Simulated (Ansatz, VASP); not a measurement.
C in VASP and in Ansatz

```xyz
2
Lattice="0.0000 1.7245 1.8969 1.7245 0.0000 1.8969 1.7245 1.7245 0.0000" Properties=species:S:1:pos:R:3 pbc="T T T"
C     1.7245    1.7245    1.8969
C     2.5867    2.5867    2.8454
```

Alike in both runs: task single point; functional r2SCAN; k mesh 12 × 12 × 12; occupations gaussian, width 0.05 eV; no spin polarisation.

|  | VASP | Ansatz |
| --- | --- | --- |
| version | VASP 6.6.1 | Ansatz 0.2.0 |
| potentials or method | VASP PAW PBE potentials, release 64 (C) | scalar-relativistic, plane waves, PAW |
| plane-wave cutoff (eV) | 520 | 500 |
| valence electrons in the cell | 8 | 8 |

Ansatz gave:

```
gap on the k mesh at the Fermi level (eV)       : 3.13
least direct gap on the mesh (eV)               : 5.00
pressure (GPa)                                  : 0.4
largest component of the traceless stress (GPa) : 69.05
```

Task: Estimate VASP's values.

Result: gap on the k mesh at the Fermi level (eV): 3.10; least direct gap on the mesh (eV): 4.96; pressure (GPa): 1.5; largest component of the traceless stress (GPa): 68.93.

Caveats: the PAW data sets were made with another functional, which shifts forces and pressure a little (VASP).
